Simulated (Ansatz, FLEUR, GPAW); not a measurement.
**TiCo3: 4 runs at one level of theory**

```xyz
4
Lattice="3.5710 0.0000 0.0000 0.0000 3.5710 0.0000 0.0000 0.0000 3.5710" Properties=species:S:1:pos:R:3 pbc="T T T"
Co    1.7855    1.7855    0.0000
Co    1.7855    0.0000    1.7855
Co    0.0000    1.7855    1.7855
Ti    0.0000    0.0000    0.0000
```

Alike in all runs: task single point; functional PBEsol; k mesh 8 × 8 × 8; occupations fermi-dirac, width 0.05 eV; collinear spin, ferromagnetic start; no spin-orbit coupling. Pressure is positive in compression and, in plane waves, holds the error of the finite cutoff, which Ansatz's Pulay term estimates and takes out.

```json
{"program and potentials": "Ansatz, Ansatz PAW", "plane-wave cutoff (eV)": "420", "notes": "potentials made for PBE, which Ansatz adapts in part; 15.75 valence electrons an atom on average; Pulay term of +0.15 GPa included", "band gap (eV)": "no gap", "pressure (GPa)": "-3.85", "net moment per atom (μB)": "0.62"}
{"program and potentials": "FLEUR, all-electron, FLAPW", "plane-wave cutoff (eV)": "-", "notes": "-", "band gap (eV)": "no gap", "pressure (GPa)": "-", "net moment per atom (μB)": "0.63"}
{"program and potentials": "Ansatz, all-electron LAPW, scalar-relativistic", "plane-wave cutoff (eV)": "-", "notes": "-", "band gap (eV)": "no gap", "pressure (GPa)": "-3.87", "net moment per atom (μB)": "0.63"}
{"program and potentials": "GPAW, PAW data sets generated for this functional", "plane-wave cutoff (eV)": "600", "notes": "9.75 valence electrons an atom on average", "band gap (eV)": "no gap", "pressure (GPa)": "-3.74", "net moment per atom (μB)": "0.62"}
```

None finds a gap. The pressure spans -3.87 (Ansatz, all-electron LAPW, scalar-relativistic) to -3.74 GPa (GPAW, PAW data sets generated for this functional), with all-electron results at -3.87. The net moment per atom spans 0.62 (GPAW, PAW data sets generated for this functional) to 0.63 μB (Ansatz, all-electron LAPW, scalar-relativistic), with all-electron results at 0.63. Runs that ended in another magnetic state (1) are left out. The state is the one that the start led to, which needn't be the lowest.

The functional is the same throughout but for its coding, so the spread measures potentials, basis and numerics; runs on potential files found faulty are left out.
